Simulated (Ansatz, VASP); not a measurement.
# HfC in VASP and in Ansatz

```
CELL_PARAMETERS angstrom
0.00000 2.32500 2.32500
2.32500 0.00000 2.32500
2.32500 2.32500 0.00000
ATOMIC_POSITIONS crystal
Hf 0.50000 0.50000 0.50000
C 0.00000 0.00000 0.00000
```

Alike in both runs: task relaxation of cell and atoms; functional PBE; k mesh 10 × 10 × 10; occupations fermi-dirac, width 0.05 eV; no spin polarisation.

|  | VASP | Ansatz |
| --- | --- | --- |
| version | VASP 6.6.1 | Ansatz 0.2.0 |
| potentials or method | VASP PAW PBE potentials, release 64 (Hf_pv, C), cutoff 600 eV | all-electron LAPW, scalar-relativistic |

|  | VASP | Ansatz | Ansatz less VASP |
| --- | --- | --- | --- |
| relaxed volume (Å³/atom) | 12.54 | 12.58 | +0.042 |
| relaxed cell length with the largest relative difference (Å) | 3.286 | 3.289 | +0.0037 |

Ansatz ran all-electron here, so the differences hold the error of VASP's frozen core and of both bases.

Spin-orbit coupling is left out, which matters for the levels of Hf.
